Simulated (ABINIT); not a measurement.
The system is ZnSe (Stilleite).

```
Se Zn
1.0
     0.00000    2.83380    2.83380
     2.83380    0.00000    2.83380
     2.83380    2.83380    0.00000
Se Zn
1 1
Direct
  0.75000 0.75000 0.75000
  0.00000 0.00000 0.00000
```

Base run:

| Quantity | Value |
| --- | --- |
| Program | ABINIT 10.8.3 (patched build) |
| Functional | PBE |
| Potentials or basis | SG15 NC PBE v1.2 |
| Cutoff | 1061 eV |
| k mesh | 6 × 6 × 6 |
| Occupations | fermi-dirac, width 0.05 eV |
| Spin | no spin polarisation |

Its results: band gap on the k mesh 1.27 eV, direct; pressure 2.1 GPa.

Q: The run is repeated on the same cell with these changes: potentials or basis from SG15 NC PBE v1.2 to PseudoDojo NC SR PBE v0.4.1 standard; valence electrons from 26 to 36. What comes out?

A: Band gap on the k mesh 1.29 eV, direct; pressure 1.7 GPa.

